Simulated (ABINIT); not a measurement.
An input for ABINIT 10.8.3 (TePb (Fm-3m)):

```
acell 3*1.0 Angstrom
rprim 
  -0.000000000000 3.231000000000 3.231000000000
  3.231000000000 0.000000000000 3.231000000000
  3.231000000000 3.231000000000 0.000000000000
ntypat 2
znucl 52 82
natom 2
typat 1 2
xred 
  0.500000000000 0.500000000000 0.500000000000
  0.000000000000 0.000000000000 0.000000000000
pp_dirpath "pseudos"
pseudos "Te.upf, Pb.upf"
ecut 39
ngkpt 4 4 4
nshiftk 1
shiftk 0 0 0
kptopt 1
chksymbreak 0
istwfk *1
occopt 1
irdwfk 1
optdriver 3
nband 148
ecuteps 6
inclvkb 2
awtr 1
symchi 1
indata_prefix "in"
outdata_prefix "out"
tmpdata_prefix "tmp"
```

```sh
OMP_NUM_THREADS=1 mpirun -n 4 abinit run.abi > log
```

How long will it take on 4 MPI ranks of Arm Neoverse V2, shared host, and how much memory?

It took 2 min; on shared hardware allow 59 s to 3.9 min. Peak host memory was 1.9 GiB.

[Paths, hosts, dates, memory and timing lines, banners, echoed tables and standing remarks are left out of the program output.]

[Logs are printed without paths, hosts, clocks, repeated set-up lines and the standing remarks that a program may print on its own settings, such as how far it seeks lower states.]

[Runs of the session that timed out or met a known fault of the program may be left out.]

[No measured gap is set beside runs whose start may be inverted or whose files or cutoffs have a known fault.]

[Hosts, paths, dates, database ids (printed as entryN), source tags and the programs' standing remarks are cut or masked in the printed files.]

[G0W0 gaps are taken among the corrected bands and points alone; a level outside them can change the order at an edge.]

[Where Ansatz stands beside ABINIT at settings called matched, ABINIT's density can come from a denser mesh and the files from another edition; pairs whose starting gaps differed by over 0.03 eV were left out, so agreement reads better than it is.]
